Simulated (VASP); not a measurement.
## TiAl: electron localisation function with PBE

Crystal: TiAl.

```
Ti Al
1.0
     3.17906    0.00000    0.00000
     0.00000    3.17906    0.00000
     0.00000    0.00000    3.17906
Ti Al
1 1
Direct
  0.00000 0.00000 0.00000
  0.50000 0.50000 0.50000
```

The cell comes from a database or a generator and needn't be the stable form of this composition.

```
Program                : VASP 6.6.1
Task                   : electron localisation function
Functional             : PBE
Potentials or basis    : VASP PAW PBE potentials, release 54 (Ti, Al)
Cutoff                 : 500 eV
k mesh                 : 8 × 8 × 8
Occupations            : tetrahedron
Spin                   : collinear spin, ferromagnetic start
Starting moments       : [1.0, 0.0] μB
Further INCAR settings : ALGO = Normal; EDIFF = 1e-06
```

```json
{
  "Pressure": "0.2 GPa",
  "Band gap on the k mesh": "none (metal or under the smearing width)",
  "Net moment": "0.00 μB per cell",
  "Valence electrons inside the program's atomic spheres": "Ti 3.53; Al 0.82"
}
```

Levels at points of the mesh, in eV from the Fermi level:
Spin up:
| k point | band 1 | band 2 | band 3 | band 4 | band 5 | band 6 | band 7 |
| --- | --- | --- | --- | --- | --- | --- | --- |
| (0.00, 0.00, 0.00) | -9.25 | -1.43 | -1.43 | 1.76 | 1.76 | 1.76 | 4.38 |
| (0.50, 0.00, 0.00) | -6.03 | -5.15 | -0.56 | 0.14 | 0.14 | 1.96 | 2.94 |
| (0.50, 0.50, 0.00) | -4.99 | -2.08 | -2.08 | -1.44 | 0.69 | 0.69 | 2.67 |
| (0.50, 0.50, 0.50) | -3.08 | -3.08 | -3.08 | 0.69 | 2.73 | 2.83 | 2.83 |
Spin down:
| k point | band 1 | band 2 | band 3 | band 4 | band 5 | band 6 |
| --- | --- | --- | --- | --- | --- | --- |
| (0.00, 0.00, 0.00) | -9.25 | -1.44 | -1.44 | 1.76 | 1.76 | 1.76 |
| (0.50, 0.00, 0.00) | -6.03 | -5.15 | -0.56 | 0.14 | 0.14 | 1.96 |
| (0.50, 0.50, 0.00) | -4.99 | -2.08 | -2.08 | -1.45 | 0.69 | 0.69 |
| (0.50, 0.50, 0.50) | -3.08 | -3.08 | -3.08 | 0.69 | 2.73 | 2.83 |

It took 12 s on 1 thread of AMD EPYC 9R45 96-Core Processor (Zen 5) (shared host), peak memory 0.13 GiB.

Caveat: tetrahedron occupations give inexact forces and stress in metals.
